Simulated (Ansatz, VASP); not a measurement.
**Two plane-wave programs on C**

File INCAR:

```
PREC = Accurate ; ENCUT = 520
EDIFF = 1E-7 ; ISMEAR = 0
SIGMA = 0.05 ; LREAL = F
LASPH = T ; NELM = 100
ALGO = Normal ; ISIF = 2
LWAVE = F ; LCHARG = F
GGA = CA ; NBANDS = 11
```

File KPOINTS:

```
Automatic mesh
0
Gamma
  12 12 12
```

Contents of POSCAR:

```
C
1.0
    1.2894276638      0.7444514088      3.2633355684
   -1.2894276638      0.7444514088      3.2633355684
    0.0000000000     -1.4889028176      3.2633355684
C
2
Direct
    0.1640000000      0.1640000000      0.1640000000
    0.8360000000      0.8360000000      0.8360000000
```

Input for Ansatz:

```yaml
crystal:
  lattice:
    - [1.2894276638, 0.7444514088, 3.2633355684]
    - [-1.2894276638, 0.7444514088, 3.2633355684]
    - [0.0, -1.4889028176, 3.2633355684]
  atoms:
    - { symbol: C, position: [0.164, 0.164, 0.164] }
    - { symbol: C, position: [0.836, 0.836, 0.836] }
basis:
  ecutwfc: 420
kpoints:
  mp_grid: { grid: [12, 12, 12] }
hamiltonian:
  xc: lda
scf:
  occupations: { method: gaussian, width: 0.05 }
output:
  forces: true
  stress: true
  eigenvalues: true
```

Change from the starting cell: strain +0.050 along x and y, -0.025 along z, atoms carried along.

Alike in both runs: task single point; functional LDA; k mesh 12 × 12 × 12; occupations gaussian, width 0.05 eV; no spin polarisation.

|  | VASP | Ansatz |
| --- | --- | --- |
| version | VASP 6.6.1 | Ansatz 0.2.0 |
| potentials or method | VASP PAW LDA potentials, release 64 (C) | scalar-relativistic, plane waves, PAW |
| plane-wave cutoff (eV) | 520 | 420 |
| valence electrons in the cell | 8 | 8 |

|  | VASP | Ansatz | Ansatz less VASP |
| --- | --- | --- | --- |
| gap on the k mesh at the Fermi level (eV) | 0.93 | 0.92 | -0.002 |
| least direct gap on the mesh (eV) | 0.93 | 0.92 | -0.002 |
| pressure (GPa) | -36.7 | -37.4 | -0.66 |
| largest component of the traceless stress (GPa) | 36.75 | 37.49 | +0.745 |
| rms of the force components (eV/Å) | 0.478 | 0.481 | +0.0029 |

Atom by atom the forces differ by 0.003 eV/Å (rms over components).

Caveats: the cell as given lies far from equilibrium; so large a pressure means that the cell lies far from this level's equilibrium, or that cutoff or potentials fall short (VASP).
